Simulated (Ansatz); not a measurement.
A plane-wave DFT run in Ansatz 0.2.0 (scalar-relativistic PAW potentials unless the input names others): input and command.

```yaml
crystal:
  lattice:
    - [13.7, 0.0, 0.0]
    - [0.0, 14.0, 0.0]
    - [0.0, 0.0, 3.0678297596]
  atoms:
    - { symbol: Mo, position: [0.3405673374, 0.5652718014, 0.0] }
    - { symbol: Mo, position: [0.5667882571, 0.3440271574, 0.0] }
    - { symbol: Mo, position: [0.551322622, 0.5502555677, 0.0] }
    - { symbol: Mo, position: [0.448677378, 0.4497444323, 0.5] }
    - { symbol: Mo, position: [0.4332117429, 0.6559728426, 0.5] }
    - { symbol: Mo, position: [0.6594326626, 0.4347281986, 0.5] }
basis:
  ecutwfc: 420
kpoints:
  mp_grid: { grid: [1, 1, 17] }
hamiltonian:
  xc: pbesol
scf:
  occupations: { method: fermi_dirac, width: 1.0 }
  max_iter: 50
output:
  forces: true
  eigenvalues: true
  stress: true
```

```bash
ansatz run input.yaml --threads 4 --pin off --max-ram 11264MiB --backend cpu --events-out ev --progress --plain --runs-dir out
```

Abridged log:
```
Basis set: ecut = 420 eV, 11477 PW (Γ), exchange–correlation on 192×192×48 points (8 copies of the dense FFT grid, shifted against one another)
Bands: 131, of which v1, the nominal top of the filled ones, is band 42 counted from 1 (41 counted from 0)
Symmetry: 4 space group operations
k-points: 9 of 17
SCF iter   1: F=—  HF=-29385.469502 eV  |F-HF|=—  |Δ(HF+E_count)|=         —  Δρ=1.02e-2  dr2=1.77e0  ethr=1.77e-3  ⟨swp⟩=14.7  Hψ=9121  notcnv=0
SCF iter   2: F=—  HF=-29385.250960 eV  |F-HF|=—  |Δ(HF+E_count)|=   2.19e-1  Δρ=5.12e-3  dr2=2.09e-1  ethr=1.77e-3  ⟨swp⟩=2.9  Hψ=1972  notcnv=0
SCF iter   3: F=—  HF=-29385.228131 eV  |F-HF|=—  |Δ(HF+E_count)|=   2.28e-2  Δρ=1.94e-3  dr2=7.45e-2  ethr=2.49e-4  ⟨swp⟩=3.0  Hψ=2143  notcnv=0
SCF iter   4: F=—  HF=-29385.214355 eV  |F-HF|=—  |Δ(HF+E_count)|=   1.38e-2  Δρ=6.14e-4  dr2=5.47e-3  ethr=8.87e-5  ⟨swp⟩=2.1  Hψ=1528  notcnv=0
SCF iter   5: F=—  HF=-29385.214153 eV  |F-HF|=—  |Δ(HF+E_count)|=   2.02e-4  Δρ=1.59e-4  dr2=6.79e-4  ethr=6.51e-6  ⟨swp⟩=2.3  Hψ=1750  notcnv=0
SCF iter   6: F=—  HF=-29385.214188 eV  |F-HF|=—  |Δ(HF+E_count)|=   3.50e-5  Δρ=5.48e-5  dr2=3.33e-5  ethr=8.08e-7  ⟨swp⟩=3.1  Hψ=1894  notcnv=0
SCF iter   7: F=—  HF=-29385.214426 eV  |F-HF|=—  |Δ(HF+E_count)|=   2.38e-4  Δρ=1.45e-5  dr2=1.23e-6  ethr=3.96e-8  ⟨swp⟩=3.7  Hψ=2263  notcnv=0
SCF iter   8: F=-29385.214424 eV  HF=-29385.214424 eV  |F-HF|=1.60e-7  |Δ(HF+E_count)|=   1.32e-6  Δρ=3.33e-6  dr2=9.82e-8  ethr=1.19e-10  ⟨swp⟩=18.6  Hψ=8552  notcnv=0
SCF 1 converged in 8 iterations: F = -29385.214424 eV  dr2 = 9.82e-8
SCF converged after 8 iterations
Free energy (F): -29385.214424 eV
Harris-Foulkes:  -29385.214424 eV  (|F-HF|=1.60e-7)
Internal energy: -29360.320406 eV  (E = F + TS)
E sigma→0 (E₀):  -29372.767415 eV
Entropy (-TS):   -24.894018 eV (-4149.003 meV/atom)
Fermi energy:    -0.603737 eV
--- Forces (eV/Å), atoms counted from 1 ---
  atom   1  Mo    -2.95918863    -1.42149770     0.00000000
  atom   2  Mo    -1.41925734    -2.96061690     0.00000000
  atom   3  Mo     1.76017302     1.75993331     0.00000000
  atom   4  Mo    -1.76017302    -1.75993331     0.00000000
  atom   5  Mo     1.41925734     2.96061690     0.00000000
  atom   6  Mo     2.95918863     1.42149770     0.00000000
--- Stress (GPa, compression-positive) ---
        3.501870       0.889887       0.000000
        0.889887       3.502542       0.000000
        0.000000       0.000000       3.086749
  P = ⅓ Tr σ = 3.3637 GPa (33.637 kbar)
```

Problem. What is wrong with this input?

Solution. The fault is a smearing of electronvolts (scf.occupations: {"method": "gaussian", "width": 0.05} → {"method": "fermi_dirac", "width": 1.0}, the first being the value of the sound run). Setting it back cures it. The run converged all the same, with an energy at zero smearing 19.22 meV/atom below the reference's, pressure 3.36 GPa (averaged over a cell that holds vacuum), largest force 3.283 eV/Å, no gap on the mesh, so convergence alone doesn't show that an input is right. A reference run on usual settings, whose relaxation ended at this geometry, converged, and the end of its own relaxation has pressure 0.00 GPa (averaged over a cell that holds vacuum), largest force 0.001 eV/Å, no gap on the mesh.

It took 18 s on 4 threads of Arm Neoverse V1, on a shared host, peak memory 1.7 GiB.